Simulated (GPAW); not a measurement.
Input of a GPAW 26.7.0 run:

Contents of run.py:

```python
from ase.eos import EquationOfState
from ase.io import Trajectory, read
from ase.units import GPa
from gpaw import GPAW, PW

atoms = read('Hf.xyz')

traj = Trajectory('eos.traj', 'w')
volumes, energies = [], []
for x in [0.94, 0.96, 0.98, 1.0, 1.02, 1.04, 1.06]:
    a = atoms.copy()
    a.set_cell(atoms.cell * x**(1 / 3), scale_atoms=True)
    calc = GPAW(mode=PW(600),
                xc='PBE',
                kpts={'size': (10, 10, 10), 'gamma': True},
                occupations={'name': 'fermi-dirac', 'width': 0.05},
                nbands=14,
                convergence={'density': 1e-05, 'energy': 1e-05},
                maxiter=150,
                txt=f'eos-{x:.2f}.txt')
    a.calc = calc
    energies.append(a.get_potential_energy(force_consistent=True))
    volumes.append(a.get_volume())
    p = -a.get_stress()[:3].mean() / GPa
    calc.write(f'eos-{x:.2f}.gpw')
    traj.write(a)
    print(f'{x:.2f} {volumes[-1]:10.4f} A^3 {energies[-1]:14.6f} eV {p:9.3f} GPa', flush=True)

v0, e0, B = EquationOfState(volumes, energies, eos='birchmurnaghan').fit()
print(f'V0 = {v0:.4f} A^3, E0 = {e0:.6f} eV, B0 = {B / GPa:.2f} GPa')
```

The input Hf.xyz:

```xyz
1
Lattice="-1.8050000000 1.8050000000 1.8050000000 1.8050000000 -1.8050000000 1.8050000000 1.8050000000 1.8050000000 -1.8050000000" Properties=species:S:1:pos:R:3 pbc="T T T"
Hf     0.0000000000      0.0000000000      0.0000000000
```

Potentials or basis: GPAW PAW data sets (gpaw-data 1.2.1), pw.

Run with:

```console
$ OMP_NUM_THREADS=1 python run.py
```

Estimate the equilibrium volume.

22.41 Å³/atom.

Estimate the bulk modulus.

104 GPa.

Energy against volume, from the lowest point:
```csv
volume (Å³/atom),energy (meV/atom)
22.112,0.86
22.582,0.00
23.052,5.30
23.523,16.21
23.993,32.19
24.464,52.78
24.934,77.52
```

The run has no spin-orbit coupling, so splittings on Hf are missing.
